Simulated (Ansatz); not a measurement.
Wanted: the native input for an Ansatz 0.2.0 run.

| Item | Value |
| --- | --- |
| Task | relaxation of cell and atoms |
| Functional | PBE |
| Potentials or basis | Ansatz PAW |
| Cutoff | 420 eV (not typed: the program's choice for these potentials) |
| k mesh | 8 × 8 × 8 |
| Occupations | fermi-dirac, width 0.05 eV |
| Spin | no spin polarisation |
| Target pressure | 10 GPa |
| Target pressure (GPa) | 10 |

CdS:

```xyz
2
Lattice="0.0000 2.7532 2.7532 2.7532 0.0000 2.7532 2.7532 2.7532 0.0000" Properties=species:S:1:pos:R:3 pbc="T T T"
Cd    0.0000    0.0000    0.0000
S     2.7532    2.7532    2.7532
```

Measurements of this composition are mostly on another form, of space group No. 186.

The input as run:

input.yaml

```yaml
crystal:
  lattice:
    - [0.0, 2.753244, 2.753244]
    - [2.753244, 0.0, 2.753244]
    - [2.753244, 2.753244, 0.0]
  atoms:
    - { symbol: Cd, position: [0.0, 0.0, 0.0] }
    - { symbol: S, position: [0.5, 0.5, 0.5] }
hamiltonian:
  xc: pbe
  pseudopotentials: { kind: paw }
kpoints:
  mp_grid: { grid: [8, 8, 8] }
scf:
  occupations: { method: fermi_dirac, width: 0.05 }
output:
  forces: true
  stress: true
  eigenvalues: true
relax:
  f_tol: 0.01
  max_steps: 40
  cell: { stress_tol: 0.05, p_target: 10.0 }
```

Potentials or basis: Ansatz PAW.

The run is started by

```console
$ ansatz run input.yaml --threads 2 --pin off --max-ram 5632MiB --backend cpu --events-out ev --progress --plain --runs-dir out
```

It gave:

The relaxed volume is 18.63 Å³/atom, the relaxed cell is a = 3.749 Å, b = 3.749 Å, c = 3.749 Å, α = 60.00°, β = 60.00°, γ = 60.00° and the space group after relaxing (to 0.05 Å) is Fm-3m (No. 225). The energy change on relaxing (the enthalpy is what falls) is +59.0 meV/atom and the ionic steps are 5. The pressure after relaxing is 10.0 GPa and the band gap on the k mesh is 0.24 eV, indirect (least direct gap 2.36 eV).

Caveat: the plane-wave basis is chosen anew once the cell has moved, so the energies of steps on either side of that aren't comparable.

Wall time 4 s on 2 threads of Arm Neoverse V1, with other jobs on the host, peak memory 0.31 GiB.
